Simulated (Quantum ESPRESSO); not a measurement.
Runs of Quantum ESPRESSO 7.5 on P. The structure is orthorhombic, space group Cmce (No. 64). The conventional cell has a = 3.295 Å, b = 10.930 Å, c = 4.544 Å, α = 90.00°, β = 90.00°, γ = 90.00°. P (site symmetry m) has 3 P at 2.20 to 2.25 Å as nearest neighbours. 

```tsv
task	level	potentials or basis	cell	k mesh	cutoff (eV)	smearing	form of the LDA correlation	k mesh for the Wannier functions	gap on the mesh (eV)	pressure (GPa)	largest force (eV/Å)
band structure	PBEsol	GBRV 1.5 PBEsol	as given	8 × 8 × 6	612	fermi-dirac 0.05 eV	-	-	0.01	-0.6	0.30
phonons	LDA	GBRV 1.5 LDA	relaxed	6 × 6 × 4	612	methfessel-paxton 0.136 eV	PZ81	-	(b)	0.0	-
Wannier functions	PBE	PseudoDojo 0.4.1 SR PBE standard	as given	6 × 6 × 4	599	fermi-dirac 0.05 eV	-	5 × 5 × 4	0.09	2.1	0.36
band structure	LDA	GBRV 1.5 LDA	as given	8 × 8 × 6	612	fermi-dirac 0.05 eV	PZ81	-	0.02	-2.1	(a)
single point	PBE	PseudoDojo 0.4.1 SR PBEsol standard	as given	6 × 6 × 4	599	fermi-dirac 0.05 eV	-	-	0.11	1.5	0.27
```

Alike in all rows: no spin polarisation.

Q: Fill in the values left out.

A: (a) 0.21; (b) none.

Caveats: some levels on the path didn't converge (some runs); the mesh is thin for the phonons of a metal (some runs); the layers were relaxed without a dispersion term, so their spacing and the soft interlayer modes are unreliable (some runs); the Wannier minimisation didn't converge (some runs); the potentials were made for another functional, which shifts forces and pressure (some runs).

A k mesh can miss the band edges.

Not every run made on this cell is shown here.
